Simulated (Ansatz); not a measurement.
CdTe: zone-centre modes

All numbers below come from Ansatz 0.2.0, DFT r2SCAN, scalar-relativistic, plane waves, PAW. Settings: plane waves to 500 eV, k-mesh 6×6×4 (Γ-centred), Gaussian smearing 0.05 eV. No spin polarisation.

Zero of the scan (relaxed at this level):

```
Cd Te
1.0
     0.00000   -3.27790   -3.27790
     0.00000    3.27790   -3.27790
     6.55579    0.00000    0.00000
Cd Te
2 2
Direct
  0.50000 0.50000 0.50000
  0.00000 0.00000 0.00000
  0.00000 0.50000 0.25000
  0.50000 0.00000 0.75000
```

Harmonic modes by finite displacements of 0.02 Å, without the LO–TO term. The cell doubles the primitive one, so its zone centre also holds the primitive cell's point q = (0, 1/2, 1/2).

Q: At this geometry, is the structure stable against these modes?

A: Yes: no mode is imaginary beyond 10 cm⁻¹, and only the three translations lie near zero.

Q: List the wavenumbers in cm⁻¹.

A: 0, 0, 0, 35, 35, 127, 127, 136, 136, 136, 143, 143.

Cost: 1 run of about 3.2 core-minutes, on Arm Neoverse V2 (shared hosts).